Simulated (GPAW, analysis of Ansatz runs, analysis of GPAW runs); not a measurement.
**Charge-transition level of substitutional N in diamond (RPBE) (GPAW)**

Aim: the charge-transition level of substitutional N in diamond, to be set beside the measurement. Set-up: RPBE, plane waves 500 eV, 64-site cell, RPBE lattice, k: the zone centre alone then 2x2x2 shifted, started with the impurity moved along one bond, dielectric constants 5.7 and 5.7 (handbook). The model is a cell of 64 host atoms with 1 C taken out and 1 N put in. The level is the Fermi energy at which two charge states have equal formation energy, after a correction for the images of the charge.

**The experiment.** (+1/0) level below the conduction-band bottom: 1.7 eV (quoted in “Hunting the elusive shallow n-type donor – An ab initio study of Li and N co-doped diamond”, 2021, S. Conejeros et al., quoting earlier work (1969)).

Calculated with GPAW 26.7.0; GPAW plane-wave PAW DFT, RPBE; relaxation of all atoms of a defect supercell.

Report form: the programs' logs are mostly left out.

### 1. The structure

The cell holds 64 atoms: 63 C and 1 N. Its edges and angles: a = 7.177 Å, b = 7.177 Å, c = 7.177 Å, α = 90.0°, β = 90.0°, γ = 90.0°. It derives from C (space group Fd-3m). Nearest the centre at fractional (0.375, 0.375, 0.375): N8 at 0.30 Å, C27 at 1.54 Å, C42 at 1.54 Å, C49 at 1.54 Å, C4 at 1.55 Å, C5 at 2.52 Å, C21 at 2.52 Å, C37 at 2.52 Å. The cell carries charge +1.

The host's primitive cell comes from a first run (GPAW plane-wave PAW DFT, RPBE; relaxation of cell and atoms of a defect-free cell): vectors of 2.538, 2.538 and 2.538 Å. That is 5.78 Å³ an atom, 1.9 % over the diffraction cell's volume. The supercell is built on it.

### 2. Relaxation, charge +1

Every later number rests on the structure around the defect, so the atoms are relaxed at the host's lattice first.

The input, run.py:

```python
import numpy as np
from ase.io import read, write
from ase.parallel import parprint, world
from gpaw import GPAW, PW
from ase.optimize import BFGS

atoms = read('POSCAR')
calc = GPAW(mode=PW(500),
            xc='RPBE',
            kpts={'size': (1, 1, 1), 'gamma': True},
            charge=1,
            occupations={'name': 'fermi-dirac', 'width': 0.01},
            nbands=136,
            convergence={'density': 1e-05, 'forces': 0.001},
            maxiter=150,
            symmetry='off',
            txt='gpaw.txt')
atoms.calc = calc
opt = BFGS(atoms, trajectory='relax.traj', logfile='-')
done = opt.run(fmax=0.02, steps=80)
parprint('Converged:', done)
energy = atoms.get_potential_energy()
forces = atoms.get_forces()
parprint(f'Energy: {energy:.6f} eV, largest force {np.linalg.norm(forces, axis=1).max():.4f} eV/A')
calc.write('gs.gpw')
write('final.xyz', atoms)
for s in range(calc.get_number_of_spins()):
    parprint('Levels (eV), spin', s, calc.get_eigenvalues(kpt=0, spin=s)[-16:].round(3))
```

The input, POSCAR:

```
C  N  C 
 1.0000000000000000
     7.1774074939205494   -0.0000000000000009   -0.0000000000000000
    -0.0000000000000009    7.1774074939205494   -0.0000000000000000
    -0.0000000000000018   -0.0000000000000018    7.1774074939205450
 C   N   C  
   7   1  56
Direct
 -0.0018161264957454 -0.0019926709465629  0.2492959735327796
  0.0025276802007312  0.2506041760780803  0.0010052372345086
  0.2486361000587159  0.0012510166123639  0.0020831308924750
  0.2516767043826371  0.2478466559035365  0.2505625596610335
  0.1255751673464443  0.1275800259149964  0.3758816747665093
  0.1269044198052616  0.3734487318299792  0.1236841526801519
  0.3742914805682911  0.1247384611995351  0.1276822191196388
  0.3980821956345588  0.4012418577697058  0.3976448114062371
 -0.0002501326197850 -0.0014376075495000  0.7476260952030501
  0.0001828460877908  0.2518368036324066  0.4979125561971704
  0.2478546753402170 -0.0015045845206450  0.4990521003095540
  0.2492359530020406  0.2481511046563456  0.7519397218063547
  0.1255120090535325  0.1253457343618475  0.8722828293328712
  0.1247330822132343  0.3776907141536420  0.6256734343980845
  0.3765486588213877  0.1229154453240809  0.6239895597033975
  0.3724610110760441  0.3761264757270813  0.8752220125974978
  0.0014307393594607  0.5002313596313757  0.2476200503907719
 -0.0027290978652764  0.7504056179364424 -0.0003901325453870
  0.2502074996915931  0.5005570197534828 -0.0027223843613503
  0.2520547302297079  0.7500664555749608  0.2481189447251911
  0.1275004889529306  0.6245140321790806  0.3761296423860886
  0.1235312526854139  0.8729289917058540  0.1238517804655886
  0.3729565125291143  0.6258797791404616  0.1233222486373819
  0.3735354584718513  0.8773041032152092  0.3744423905410048
 -0.0012034962553694  0.4982804720959094  0.7481670987472087
  0.0016141274501127  0.7480421620736499  0.4988484069646458
  0.2519285841637433  0.4980412089154407  0.5004565107195608
  0.2479696774569156  0.7518509363545365  0.7495346749009810
  0.1253841014731933  0.6263624076013874  0.8725997888705043
  0.1235500928767359  0.8726728041829596  0.6254966195771638
  0.3732078809573073  0.6269903886499482  0.6242309978972281
  0.3726975835048245  0.8760441842782252  0.8761718614769770
  0.4986107043249613 -0.0014623604218632  0.2480774844620396
  0.4987182230108129  0.2524741090011234  0.0000230881348664
  0.7492866843068825  0.0025462223968425  0.0008789945608375
  0.7489273016638172  0.2494438950762670  0.2474890696051228
  0.6238909888503060  0.1267565489106037  0.3731427622368660
  0.6277143088762331  0.3747003806310705  0.1244455116916530
  0.8751872394681904  0.1239773428887801  0.1224146923075981
  0.8732641224154432  0.3756601327195641  0.3729225843368393
  0.4975743545178363  0.0002141853377719  0.7513546480380179
  0.4976949089921607  0.2511681111845790  0.5010424843585148
  0.7477538292787222 -0.0003693180510200  0.5016071789215713
  0.7506728946566290  0.2495291176851288  0.7473372595220379
  0.6264746348794753  0.1272142718372869  0.8741710525544907
  0.6274353914529682  0.3756945702491347  0.6261623864316648
  0.8741077744615443  0.1271770040845459  0.6235069197418588
  0.8731886909844869  0.3766520188627566  0.8736753508922948
  0.5010077180080017  0.4991831315275715  0.2524661568438661
  0.5011794637274956  0.7474766600071143  0.0000795214562365
  0.7474530783384070  0.4991937338264272  0.0007923567570811
  0.7516480354562426  0.7484274807143388  0.2516049493579660
  0.6223022638375517  0.6255096527262538  0.3754766294593581
  0.6267703776558321  0.8754386959642562  0.1228933413564454
  0.8750667884109026  0.6276982811900943  0.1243075264335376
  0.8745236923620031  0.8776320167811159  0.3742187699099223
  0.5001920007205346  0.5026972161180827  0.7493270507994507
  0.5026593251881262  0.7501365154380103  0.5008210063407950
  0.7505082332274542  0.5017819649601097  0.4979188941630093
  0.7477485182455108  0.7504721873232829  0.7515724411218232
  0.6277153310652173  0.6253895581114064  0.8754898196643692
  0.6234109665678156  0.8727151401404694  0.6251381674455301
  0.8738475062116480  0.6271160255995843  0.6263996054532553
  0.8758361037976019  0.8723518346530504  0.8747701028486050
```

Command:

```
> OMP_NUM_THREADS=1 mpirun -n 4 gpaw python run.py > stdout
```

Elapsed: 79 s, on 4 MPI ranks of AMD EPYC 9R14 (Zen 4), shared host; peak memory 1.3 GiB; 5.2 min of CPU time.

Relaxation path:

```csv
step,energy less that of the first step (eV)
0,0.0000
1,-1.5112
2,-1.8816
3,-1.9651
4,-1.9905
5,-1.9996
6,-2.0032
7,-2.0044
8,-2.0047
9,-2.0048
```

The atoms that moved most (Å):

```csv
atom,dx,dy,dz,length
N8,-0.165,-0.184,-0.163,0.296
C27,-0.023,0.029,0.007,0.037
C49,0.004,0.020,-0.028,0.035
C42,0.028,-0.014,0.003,0.031
C4,-0.021,0.009,-0.015,0.028
C15,-0.017,0.020,0.006,0.028
C6,-0.012,0.022,0.010,0.027
C25,0.010,0.020,0.013,0.025
```

Neighbours of N8 at the end:

```csv
atom,distance (Å)
C42,1.571
C27,1.572
C49,1.572
C4,1.572
C15,2.536
C37,2.536
C46,2.536
C23,2.536
C31,2.536
C38,2.536
C14,2.536
C53,2.536
C21,2.536
C7,2.536
C5,2.536
C6,2.536
```

From the first step to the last the energy fell by 2.005 eV, and the largest move was 0.30 Å (N8). Judged within 0.08 Å, the space group went from R3m to P-43m.

### 3. Single point, charge +1

The relaxed structure is kept, and the final numbers are taken at the final level and k-points.

This step: GPAW plane-wave PAW DFT, RPBE; single point of a defect supercell.

The input, run.py:

```python
import numpy as np
from ase.io import read, write
from ase.parallel import parprint, world
from gpaw import GPAW, PW

atoms = read('POSCAR')
calc = GPAW(mode=PW(500),
            xc='RPBE',
            kpts={'size': (2, 2, 2), 'gamma': False},
            charge=1,
            occupations={'name': 'fermi-dirac', 'width': 0.01},
            nbands=136,
            convergence={'density': 1e-05, 'bands': 133},
            maxiter=150,
            symmetry={'point_group': False},
            txt='gpaw.txt')
atoms.calc = calc
energy = atoms.get_potential_energy()
forces = atoms.get_forces()
parprint(f'Energy: {energy:.6f} eV, largest force {np.linalg.norm(forces, axis=1).max():.4f} eV/A')
calc.write('gs.gpw')
write('final.xyz', atoms)
for s in range(calc.get_number_of_spins()):
    parprint('Levels (eV), spin', s, calc.get_eigenvalues(kpt=0, spin=s)[-16:].round(3))
field = calc.get_electrostatic_potential()
if world.rank == 0:
    np.save('potential.npy', field)
field = calc.get_pseudo_density()
if world.rank == 0:
    np.save('density.npy', field)
```

The input, POSCAR:

```
C  N  C 
 1.0000000000000000
     7.1774074939205494   -0.0000000000000009   -0.0000000000000000
    -0.0000000000000009    7.1774074939205494   -0.0000000000000000
    -0.0000000000000018   -0.0000000000000018    7.1774074939205450
 C   N   C  
   7   1  56
Direct
  0.0001840720345221  0.0006487035888577  0.2495536837663391
  0.0001725344424222  0.2501674011850212  0.0000237244436998
[... 1 atom line left out ...]
  0.2486868819294265  0.2491510955055433  0.2485405742269742
  0.1252461924115955  0.1257165809192649  0.3759329329267521
  0.1252523631633659  0.3765483361909168  0.1251002664625830
  0.3760943951261577  0.1257214489722533  0.1251141015416257
  0.3751326774020567  0.3755873722208703  0.3749859600809499
[... 5 atom lines left out ...]
  0.1252811911211175  0.3746139887246821  0.6248642429454973
  0.3741392044794116  0.1257643586161967  0.6248635212364394
[... 11 atom lines left out ...]
  0.2487239064400490  0.5020115247813303  0.5014014409866303
[... 9 atom lines left out ...]
  0.6250083186442610  0.1257576389196989  0.3740097594115669
[... 4 atom lines left out ...]
  0.5015480231614462  0.2492125396969695  0.5013949999422783
[... 3 atom lines left out ...]
  0.6249918043248356  0.3765583091512179  0.6248414115819250
[... 2 atom lines left out ...]
  0.5015585199877812  0.5020147780451333  0.2485904571408680
[... 14 atom lines left out ...]
  0.8750891774390773  0.8755742801733095  0.8749539628785523
```

Wall time 2.9 min (4 MPI ranks); peak memory 2 GiB.

### 4. Relaxation, charge 0

The input, run.py:

```python
import numpy as np
from ase.io import read, write
from ase.parallel import parprint, world
from gpaw import GPAW, PW
from ase.optimize import BFGS

atoms = read('POSCAR')
magmoms = np.zeros(len(atoms))
magmoms[[7, 41, 26, 48]] = 1 / 4
atoms.set_initial_magnetic_moments(magmoms)
calc = GPAW(mode=PW(500),
            xc='RPBE',
            kpts={'size': (1, 1, 1), 'gamma': True},
            occupations={'name': 'fermi-dirac', 'width': 0.01, 'fixmagmom': True},
            nbands=137,
            convergence={'density': 1e-05, 'forces': 0.001},
            maxiter=150,
            symmetry='off',
            txt='gpaw.txt')
atoms.calc = calc
opt = BFGS(atoms, trajectory='relax.traj', logfile='-')
done = opt.run(fmax=0.02, steps=80)
parprint('Converged:', done)
energy = atoms.get_potential_energy()
forces = atoms.get_forces()
parprint(f'Energy: {energy:.6f} eV, largest force {np.linalg.norm(forces, axis=1).max():.4f} eV/A')
calc.write('gs.gpw')
write('final.xyz', atoms)
parprint('Moments:', atoms.get_magnetic_moments().round(3))
for s in range(calc.get_number_of_spins()):
    parprint('Levels (eV), spin', s, calc.get_eigenvalues(kpt=0, spin=s)[-16:].round(3))
```

The input, POSCAR:

```
C  N  C 
 1.0000000000000000
     7.1774074939205494   -0.0000000000000009   -0.0000000000000000
    -0.0000000000000009    7.1774074939205494   -0.0000000000000000
    -0.0000000000000018   -0.0000000000000018    7.1774074939205450
 C   N   C  
   7   1  56
Direct
 -0.0018161264957454 -0.0019926709465629  0.2492959735327796
  0.0025276802007312  0.2506041760780803  0.0010052372345086
[... 1 atom line left out ...]
  0.2516767043826371  0.2478466559035365  0.2505625596610335
  0.1255751673464443  0.1275800259149964  0.3758816747665093
  0.1269044198052616  0.3734487318299792  0.1236841526801519
  0.3742914805682911  0.1247384611995351  0.1276822191196388
  0.3980821956345588  0.4012418577697058  0.3976448114062371
[... 5 atom lines left out ...]
  0.1247330822132343  0.3776907141536420  0.6256734343980845
[... 6 atom lines left out ...]
  0.1275004889529306  0.6245140321790806  0.3761296423860886
[... 5 atom lines left out ...]
  0.2519285841637433  0.4980412089154407  0.5004565107195608
[... 9 atom lines left out ...]
  0.6238909888503060  0.1267565489106037  0.3731427622368660
[... 4 atom lines left out ...]
  0.4976949089921607  0.2511681111845790  0.5010424843585148
[... 6 atom lines left out ...]
  0.5010077180080017  0.4991831315275715  0.2524661568438661
[... 3 atom lines left out ...]
  0.6223022638375517  0.6255096527262538  0.3754766294593581
[... 10 atom lines left out ...]
  0.8758361037976019  0.8723518346530504  0.8747701028486050
```

Wall time 2.9 min (4 MPI ranks); peak memory 1.6 GiB.

Step by step:

```csv
step,energy less that of the first step (eV)
0,0.0000
1,-0.9808
2,-1.2381
3,-1.3510
4,-1.3913
5,-1.4051
6,-1.4111
7,-1.4129
8,-1.4134
9,-1.4135
```

The atoms that moved most (Å):

```csv
atom,dx,dy,dz,length
C4,-0.154,-0.123,-0.147,0.246
N8,-0.047,-0.067,-0.045,0.093
C42,0.038,0.040,0.013,0.057
C27,0.031,0.039,0.017,0.053
C5,-0.021,-0.032,-0.033,0.051
C2,-0.038,-0.005,-0.028,0.047
C7,-0.021,-0.012,-0.037,0.044
C3,0.006,-0.025,-0.035,0.044
```

Neighbours of N8 at the end:

```csv
atom,distance (Å)
C42,1.491
C27,1.491
C49,1.491
C4,2.005
C31,2.399
C53,2.399
C46,2.399
C37,2.526
C15,2.526
C23,2.526
C14,2.526
C21,2.526
C38,2.526
```

Numbers from this step:

- total moment: 1.0000 μB

From the first step to the last the energy fell by 1.414 eV, and the largest move was 0.25 Å (C4).

### 5. Single point, charge 0

This step: GPAW plane-wave PAW DFT, RPBE; single point of a defect supercell.

The input, run.py:

```python
import numpy as np
from ase.io import read, write
from ase.parallel import parprint, world
from gpaw import GPAW, PW

atoms = read('POSCAR')
magmoms = np.zeros(len(atoms))
magmoms[[7, 41, 26, 48]] = 1 / 4
atoms.set_initial_magnetic_moments(magmoms)
calc = GPAW(mode=PW(500),
            xc='RPBE',
            kpts={'size': (2, 2, 2), 'gamma': False},
            occupations={'name': 'fermi-dirac', 'width': 0.01, 'fixmagmom': True},
            nbands=137,
            convergence={'density': 1e-05, 'bands': 134},
            maxiter=150,
            symmetry={'point_group': False},
            txt='gpaw.txt')
atoms.calc = calc
energy = atoms.get_potential_energy()
forces = atoms.get_forces()
parprint(f'Energy: {energy:.6f} eV, largest force {np.linalg.norm(forces, axis=1).max():.4f} eV/A')
calc.write('gs.gpw')
write('final.xyz', atoms)
parprint('Moments:', atoms.get_magnetic_moments().round(3))
for s in range(calc.get_number_of_spins()):
    parprint('Levels (eV), spin', s, calc.get_eigenvalues(kpt=0, spin=s)[-16:].round(3))
field = calc.get_electrostatic_potential()
if world.rank == 0:
    np.save('potential.npy', field)
field = calc.get_pseudo_density()
if world.rank == 0:
    np.save('density.npy', field)
field = calc.get_pseudo_density(spin=0) - calc.get_pseudo_density(spin=1)
if world.rank == 0:
    np.save('spin.npy', field)
```

The input, POSCAR:

```
C  N  C 
 1.0000000000000000
     7.1774074939205494   -0.0000000000000009   -0.0000000000000000
    -0.0000000000000009    7.1774074939205494   -0.0000000000000000
    -0.0000000000000018   -0.0000000000000018    7.1774074939205450
 C   N   C  
   7   1  56
Direct
 -0.0026725471580438 -0.0022034641356779  0.2493015551249692
 -0.0026946247675615  0.2499340536982834 -0.0028352479662381
[... 1 atom line left out ...]
  0.2302467222879256  0.2307203292278798  0.2301089705996124
  0.1226477973760905  0.1231231653976066  0.3712708986158477
[... 2 atom lines left out ...]
  0.3914930847078230  0.3919660298489308  0.3913579885744599
[... 5 atom lines left out ...]
  0.1276278949991217  0.3747154194990413  0.6235487470637325
  0.3742448819124739  0.1281068241950621  0.6235389608003693
[... 5 atom lines left out ...]
  0.1276213383141293  0.6241547388516702  0.3741025979470080
[... 1 atom line left out ...]
  0.3742542111863177  0.6241507819911987  0.1274879140936413
[... 3 atom lines left out ...]
  0.2561936564919183  0.5034785544865432  0.5028656172938696
[... 9 atom lines left out ...]
  0.6236622392962256  0.1281069997459140  0.3740994505710203
  0.6236832287691135  0.3747217602286206  0.1274833706704028
[... 3 atom lines left out ...]
  0.5030042300173134  0.2566975947179509  0.5028589003838932
[... 6 atom lines left out ...]
  0.5030170772744990  0.5034730343875334  0.2560559270957766
[... 14 atom lines left out ...]
  0.8749259444052845  0.8753938947066774  0.8747997971855863
```

Run time: 3.2 min. Hardware: 4 MPI ranks; peak memory 2.5 GiB.

This step gave:

| Property | Result |
| --- | --- |
| total moment | 1.0000 μB |

### 6. Charge-transition levels

Analysis of the runs above: levels from GPAW plane-wave PAW DFT, RPBE energies with an image-charge correction aligned at atomic sites (own code after Kumagai and Oba).

It gives:

* gap: 4.087 eV

### 7. What came out

```json
{
 "static dielectric constant used": "5.7",
 "band gap of the host": "4.09 eV",
 "(plus 1/0) level below the conduction-band bottom": "1.27 eV"
}
```

What this shows: (+1/0) level below the conduction-band bottom: computed 1.27 eV, measured 1.7 eV; 0.43 eV shallower than the measurement. The level is counted in a gap of 4.09 eV, and the correction is screened by a dielectric constant of 5.7 from a handbook. Levels hang on the band edges, which semilocal functionals place too close together. Limits: the periodic copies of the defect are only 7.2 Å apart.

[Logs are printed without paths, hosts, clocks, repeated set-up lines and the standing remarks that a program may print on its own settings, such as how far it seeks lower states.]

[Hosts, paths, dates, database ids (printed as entryN), source tags and the programs' standing remarks are cut or masked in the printed files.]

[For some hosts the program warned that the k-mesh of the response run may be too coarse for force constants and the static dielectric constant; such warnings are not shown here.]
